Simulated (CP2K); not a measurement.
Runs of CP2K 2026.2 on HfO2. The structure is cubic, space group Fm-3m (No. 225). The conventional cell has a = 5.115 Å, b = 5.115 Å, c = 5.115 Å, α = 90.00°, β = 90.00°, γ = 90.00°. Hf (site symmetry m-3m) has 8 O at 2.21 Å as nearest neighbours. O (site symmetry -43m) is surrounded by 4 Hf at 2.21 Å. Measurements of this composition are mostly on another form, of space group No. 14.

```tsv
level	cutoff of the non-local correlation (Ry)	gap on the mesh (eV)	pressure (GPa)
LDA	-	3.79	-17.7
TASK	-	5.37	-0.2
PBEsol	-	3.87	-13.9
AM05	-	3.92	-13.3
BEEF-vdW	300	(a)	-6.7
PW91	-	3.99	(b)
```

Alike in all rows: task band structure; potentials or basis POTENTIAL_UZH Hf GTH-PBE-q12, O GTH-PBE-q6; TZVP-MOLOPT-PBE-GTH basis; no spin polarisation; cell as given; k mesh 9 × 9 × 9; smearing fermi-dirac 0.05 eV.

Task: Fill in the values left out.

Result: (a) 4.13; (b) -8.3.

Caveats: the potentials were made for another functional, which shifts forces and pressure; spin-orbit coupling is left out, which moves the levels of the heavy elements; the basis of atomic orbitals isn't converged, which shifts pressures, moduli and gaps; the mesh misses the band edges, which the band path finds closer together (some runs).

A k mesh can miss the band edges, and the runs leave out spin-orbit coupling on Hf.

Runs at the PBE level aren't shown here.
